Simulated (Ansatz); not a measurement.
The cell is the one relaxed in the Materials Project (mp-726265), not relaxed further here; entries there can be hypothetical.

An input for AgCl and the output that it gave: DFT, PBE, all-electron LAPW, scalar-relativistic (Ansatz 0.2.0).

Command: `ansatz run input.yaml --threads 1 --pin off --max-ram 3072MiB --backend cpu --events-out ev --progress --plain --runs-dir out` The run took 10 s on 1 thread of Intel(R) Xeon(R) Platinum 8375C CPU @ 2.90GHz (Ice Lake), with other jobs on the host, peak memory 0.32 GiB.

```yaml
crystal:
  lattice:
    - [3.433973, 0.0, 0.0]
    - [0.0, 3.433973, 0.0]
    - [0.0, 0.0, 3.433973]
  atoms:
    - { symbol: Ag, position: [0.0, 0.0, 0.0] }
    - { symbol: Cl, position: [0.5, 0.5, 0.5] }
kpoints:
  mp_grid: { grid: [9, 9, 9] }
  band_path:
    path:
      - [0.0, 0.0, 0.0]
      - [0.0, 0.5, 0.0]
      - [0.5, 0.5, 0.0]
      - [0.0, 0.0, 0.0]
      - [0.5, 0.5, 0.5]
      - [0.0, 0.5, 0.0]
      - [0.5, 0.5, 0.5]
      - [0.5, 0.5, 0.0]
    npoints: 14
scf:
  occupations: { method: fermi_dirac, width: 0.01 }
hamiltonian:
  xc: pbe
  pseudopotentials: { kind: all_electron, lapw: { basis_error: 0.001 } }
output:
  forces: true
  stress: true
  eigenvalues: true
  populations: true
  dos: { projected: true, de: 0.2, e_range: [-14, 8] }
```

Output:

```
Ag: projections on atomic orbitals take those of the free atom 1s2 2s2 2p6 3s2 3p6 3d10 4s2 4p6 4d10 5s1, of charge +0.00 (hamiltonian.pseudopotentials.projection_atoms)
Cl: projections on atomic orbitals take those of the free atom 1s2 2s2 2p6 3s2 3p5, of charge +0.00 (hamiltonian.pseudopotentials.projection_atoms)
LAPW: plane waves up to 6.920 Å⁻¹, error target 1.0e-3 eV per atom; small_component_spin mean_spin; Cl in spheres of 1.349 Å, 15 of its electrons in bands, Dirac shells []; Ag in spheres of 1.625 Å, 19 of its electrons in bands, Dirac shells []
Engine: ansatz 0.2.0
Pseudopotentials: kind: all_electron
Pseudopotential: Ag, LAPW, valence charge 19, Koelling and Harmon's equation, gaussian nucleus
Pseudopotential: Cl, LAPW, valence charge 15, Koelling and Harmon's equation, gaussian nucleus
Functional definition: PBE
  parameter kappa = 0.804
  parameter beta = 0.06672455060314922
  exchange = pbe_x(kappa = kappa, mu = beta*pi^2/3)
  correlation = pbe_c(beta = beta)
Crystal: 2 atoms, lattice volume = 40.494 Å³
Basis set: ecut = 182.46095089559054 eV, 251 PW (Γ), exchange–correlation at level 2
Bands: 21, of which v1, the nominal top of the filled ones, is band 17 counted from 1 (16 counted from 0)
Symmetry: 48 space group operations
Space group: Pm-3m (ITA 221), of the structure as read, at distance tolerance 3.4e-5 Å
k-points: 35 of 729
Non-local potential: Ag, projectors of the file, none
Non-local potential: Cl, projectors of the file, none
Initial density: superposition of atomic densities (chi_scale 0.1, normalization cell, long waves kept (reshape's long-wave potential 0.00 eV rms))
Initial wavefunctions: plane waves of lowest kinetic energy (no species holds an atomic orbital)
Functional: x = pbe(κ = 0.804, μ = 0.2195149727645171), c = pbe(β = 0.06672455060314922)
iter 1 solved again at ethr=1.49e-3 eV; its pass at ethr=1.00e-1 eV (dr2=5.08e-1 eV) is discarded
SCF iter   1: F=—  HF=-157215.207535 eV  |F-HF|=—  |Δ(HF+E_count)|=         —  Δρ=2.38e-2  dr2=5.08e-1  ethr=1.49e-3  ⟨swp⟩=2.0  Hψ=4760  notcnv=0
preconditioner: auto → Resta (q_TF=auto, 2.650 Å⁻¹)  ε∞=6.2  [insulator: Δε(μ)=0.626 eV  Ē_g=10.875 eV  σ=0.010 eV  W_gap=1.00  n_scr=18 (ndim 8)  ℏωp=24.8 eV  f_vac=0.000  D(μ)=0.00/eV (n_scr^D=0)  ε∞_Penn≈6.2]
SCF iter   2: F=—  HF=-157214.929320 eV  |F-HF|=—  |Δ(HF+E_count)|=   2.78e-1  Δρ=9.05e-3  dr2=8.15e-2  ethr=1.49e-3  ⟨swp⟩=2.9  Hψ=2328  notcnv=0
SCF iter   3: F=—  HF=-157214.916554 eV  |F-HF|=—  |Δ(HF+E_count)|=   1.28e-2  Δρ=7.65e-3  dr2=5.96e-2  ethr=2.40e-4  ⟨swp⟩=2.0  Hψ=2275  notcnv=0
SCF iter   4: F=—  HF=-157214.903571 eV  |F-HF|=—  |Δ(HF+E_count)|=         —  Δρ=3.26e-3  dr2=1.12e-2  ethr=1.75e-4  ⟨swp⟩=2.0  Hψ=2262  notcnv=0
the basis was enlarged: its passes take 412.2 KiB over the memory plan, 1 of 1 planned eigensolver slots
iter 5 solved again at ethr=9.30e-7 eV; its pass at ethr=3.29e-5 eV (dr2=3.16e-4 eV) is discarded
SCF iter   5: F=—  HF=-157214.903755 eV  |F-HF|=—  |Δ(HF+E_count)|=   1.84e-4  Δρ=7.90e-4  dr2=3.16e-4  ethr=9.30e-7  ⟨swp⟩=2.0  Hψ=3781  notcnv=0
SCF iter   6: F=—  HF=-157214.904064 eV  |F-HF|=—  |Δ(HF+E_count)|=   3.09e-4  Δρ=2.05e-4  dr2=2.09e-5  ethr=9.29e-7  ⟨swp⟩=2.0  Hψ=2271  notcnv=0
SCF iter   7: F=—  HF=-157214.904079 eV  |F-HF|=—  |Δ(HF+E_count)|=   1.56e-5  Δρ=6.35e-5  dr2=2.36e-6  ethr=6.14e-8  ⟨swp⟩=2.7  Hψ=2165  notcnv=0
SCF iter   8: F=—  HF=-157214.904080 eV  |F-HF|=—  |Δ(HF+E_count)|=   6.37e-7  Δρ=1.44e-5  dr2=1.26e-7  ethr=6.94e-9  ⟨swp⟩=2.9  Hψ=2189  notcnv=0
SCF iter   9: F=-157214.904080 eV  HF=-157214.904080 eV  |F-HF|=2.94e-8  |Δ(HF+E_count)|=   2.58e-8  Δρ=4.76e-6  dr2=1.43e-8  ethr=3.69e-10  ⟨swp⟩=2.0  Hψ=2135  notcnv=0
SCF 1 converged in 9 iterations: F = -157214.904080 eV  dr2 = 1.43e-8
NSCF: frozen V_eff on 99 k-points
SCF converged after 9 iterations
Free energy (F): -157214.904080 eV
Harris-Foulkes:  -157214.904080 eV  (|F-HF|=2.94e-8)
Internal energy: -157214.904080 eV  (E = F + TS)
E sigma→0 (E₀):  -157214.904080 eV
Fermi energy:    9.646711 eV
--- Per-component energies (eV) ---
  E_band       = -1836.709315
  E_kinetic    = 163869.899900
  E_xc         = -4834.189005
  E_electrostatic = -316250.614974  (all electrons and nuclei)
  E_smearing   = -0.000000  (= −TS)
  E_closure    = 0.000000  (closes the sum)
  E_atoms      = -157209.811095  (free atoms, spherical and without spin; not in F)
  Σ components = -157214.904080   (vs F -157214.904080, Δ=0.00e0)
  Basis errors (estimates in eV, not in F): energy 3.0e-4 per atom: plane waves 2.6e-4 (1.3e-4 summed), levels above the bands 0.0e0, relativity 3.0e-8, radial functions 4.2e-5, core shells 1.5e-8; eigenvalues (radial functions only) 3.8e-5; not estimated: angular momenta, meshes, grids; target (lapw.basis_error) 1.0e-3; muffin-tin radii Cl 1.349 Å, Ag 1.625 Å
--- Forces (eV/Å), atoms counted from 1 ---
  atom   1  Ag    -0.00000000    -0.00000000     0.00000000
  atom   2  Cl     0.00000000     0.00000000     0.00000000
  max |Σ_I F_I| component: 1.27e-30 eV/Å
--- Stress (GPa, compression-positive) ---
       -0.121465       0.000000      -0.000000
        0.000000      -0.121465       0.000000
       -0.000000       0.000000      -0.121465
  P = ⅓ Tr σ = -0.1215 GPa (-1.215 kbar)
--- Band table (eV; the first three rows and the last of 35) ---
  k-point 0: bands = ["-235.7725", "-174.6889", "-174.6889", "-174.6889", "-80.2113", "-43.7366", "-43.7366", "-43.7366", "-5.2065", "6.6472", "6.6472", "7.5837", "7.5837", "7.5837", "7.8621", "7.8621", "7.8621", "9.9380", "18.6930", "18.6930", "23.0329"]
  k-point 1: bands = ["-235.7725", "-174.6889", "-174.6889", "-174.6889", "-80.2113", "-43.7377", "-43.7365", "-43.7365", "-5.1569", "6.4958", "6.6638", "7.2651", "7.2651", "7.4751", "7.5895", "8.2244", "8.2244", "10.5485", "18.6905", "18.7306", "22.2330"]
  k-point 2: bands = ["-235.7725", "-174.6889", "-174.6889", "-174.6889", "-80.2112", "-43.7406", "-43.7363", "-43.7363", "-5.0260", "5.7369", "6.7061", "6.9155", "6.9155", "7.4414", "7.6043", "8.6919", "8.6919", "11.5884", "18.2406", "18.6835", "20.9720"]
  k-point 34: bands = ["-235.7725", "-174.6889", "-174.6889", "-174.6889", "-80.2103", "-43.7445", "-43.7444", "-43.7444", "-4.1147", "5.1194", "5.1194", "5.1979", "7.8479", "7.8479", "8.9053", "9.1244", "9.1244", "13.8020", "14.3863", "14.3863", "16.9915"]
--- Löwdin populations: 2 sites ---
  site symbol       q [e]
     0     Ag     46.4134
     1     Cl     17.5037
  spilling = 0.001295 (of n_electrons = 64.000000)
```
